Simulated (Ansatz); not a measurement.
# Putting H into Hg

Level of theory: DFT PBE, scalar-relativistic, plane waves, PAW (Ansatz).

Settings: cutoff 420 eV, Γ-centred mesh 8×8×10 on the computed 4-atom cell, Gaussian smearing of 0.10 eV; no spin polarisation for the host; each changed cell takes a mesh and smearing chosen by its own gap and starts from the host's moments or customary ones, or runs without spin. Cells and atoms are relaxed to the nearest stationary point that keeps the symmetry of their start (forces under 0.02 to 0.04 eV/Å, stress under 0.1 to 0.2 GPa); energies are at zero smearing, without zero-point or thermal terms.

Relaxed host (gap on the mesh 0 eV):

```yaml
crystal:
  lattice:
    - [2.70171, -5.85352, 0.00000]
    - [2.70171, 5.85352, 0.00000]
    - [0.00000, 0.00000, 3.72958]
  atoms:
    - { symbol: Hg, position: [0.36698, 0.63302, 0.50007] }
    - { symbol: Hg, position: [0.86698, 0.13302, 0.99993] }
    - { symbol: Hg, position: [0.13302, 0.86698, 0.00007] }
    - { symbol: Hg, position: [0.63302, 0.36698, 0.49993] }
```

Cases: (1) 4 H in a 1×1×1 repeat of the cell, at (0.375 0.375 0.000), (0.625 0.625 0.000), (0.875 0.875 0.500), (0.125 0.125 0.500) in fractions of that repeat, 2.52 Å from the nearest atom of the relaxed host; (2) 4 H in a 1×1×1 repeat of the cell, at (0.000 0.500 0.250), (0.000 0.500 0.750), (0.500 0.000 0.750), (0.500 0.000 0.250) in fractions of that repeat, 2.14 Å from the nearest atom of the relaxed host; (3) 1 H in a 1×1×2 repeat of the cell, at (0.375 0.375 0.000) in fractions of that repeat, 2.52 Å from the nearest atom of the relaxed host.

The table gives the energy per H taken from half an H2 molecule (negative: uptake is favourable), the swelling and the final surroundings.

```tsv
case	formula	energy per H (eV)	ΔV (%)	principal strains (%)	nearest host atoms of the first H	gap (eV)
1	HgH	0.04	+102.4	+46.3 +40.9 -1.8	6 (Hg) from 3.86 Å	1.88
2	HgH	0.87	+31.5	+24.1 +13.3 -6.5	2 (Hg) from 1.90 Å	0
3	Hg8H	0.83	0.0	+6.5 +0.6 -6.7	2 (Hg) from 1.88 Å	0
```

Each ion keeps what symmetry its start has, so a lower place off a symmetric site can be missed, above all for H.

Relaxed structure of case 1, the lowest per ion:

```yaml
crystal:
  lattice:
    - [2.65331, -8.56362, 0.00000]
    - [2.65331, 8.56362, 0.00000]
    - [0.00000, 0.00000, 5.25446]
  atoms:
    - { symbol: Hg, position: [0.31796, 0.68204, 0.50000] }
    - { symbol: Hg, position: [0.81796, 0.18204, 0.00000] }
    - { symbol: Hg, position: [0.18204, 0.81796, 0.00000] }
    - { symbol: Hg, position: [0.68204, 0.31796, 0.50000] }
    - { symbol: H, position: [0.42923, 0.42923, 0.00000] }
    - { symbol: H, position: [0.57077, 0.57077, 0.00000] }
    - { symbol: H, position: [0.92923, 0.92923, 0.50000] }
    - { symbol: H, position: [0.07077, 0.07077, 0.50000] }
```

Spin-orbit coupling is left out. In HgH, Hg8H a bond of the host changes by more than 0.6 Å or the volume by a third: the framework has rearranged or swollen or shrunk strongly, and the figure may no longer describe a topotactic step.

This form of Hg, the host, isn't the element's usual structure.

Cost: 4 runs of about 15 core-minutes in all, on Intel Xeon Platinum 8375C (Ice Lake) (shared hosts).